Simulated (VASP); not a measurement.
A run of VASP 6.6.1 is set up as follows.

File INCAR:

```
SYSTEM = BN
PREC = Accurate ; ENCUT = 700
EDIFF = 1E-7 ; ISMEAR = 0
SIGMA = 0.02 ; LREAL = .False.
LASPH = .True. ; NELM = 80
ALGO = Normal ; ISIF = 2
LWAVE = .False. ; LCHARG = .False.
GGA = PE ; IVDW = 12
LEPSILON = .True. ; KPAR = 4
```

KPOINTS

```
Automatic mesh
0
Gamma
  15 15 6
  0 0 0
```

File POSCAR:

```
BN                                      
1.0
    2.5064631375      0.0000000000      0.0000000000
   -1.2532315688      2.1706607459      0.0000000000
    0.0000000000      0.0000000000      6.5603082532
  B               N             
     2     2
Direct
     0.3333333300000021    0.6666666699999979    0.2500000000000000
     0.6666666699999979    0.3333333300000021    0.7500000000000000
     0.3333333300000021    0.6666666699999979    0.7500000000000000
     0.6666666699999979    0.3333333300000021    0.2500000000000000
```

Potentials or basis: VASP PAW PBE potentials, release 64 (B, N).

The run is started by

```sh
$ cat potpaw_PBE.64/B/POTCAR potpaw_PBE.64/N/POTCAR > POTCAR
$ mpirun -np 4 vasp_std > vasp.out
```

Problem. What does it give for the electronic dielectric tensor (diagonal)?

Solution. 4.80, 4.80, 2.75.

Problem. What does it give for the Born charges (mean of the diagonal)?

Solution. B +2.07; N -2.07 e.

Problem. What does it give for the dispersion energy per atom?

Solution. -0.143 eV.

Electronic dielectric tensor:
```
4.80 0.00 0.00
0.00 4.80 0.00
0.00 0.00 2.75
```
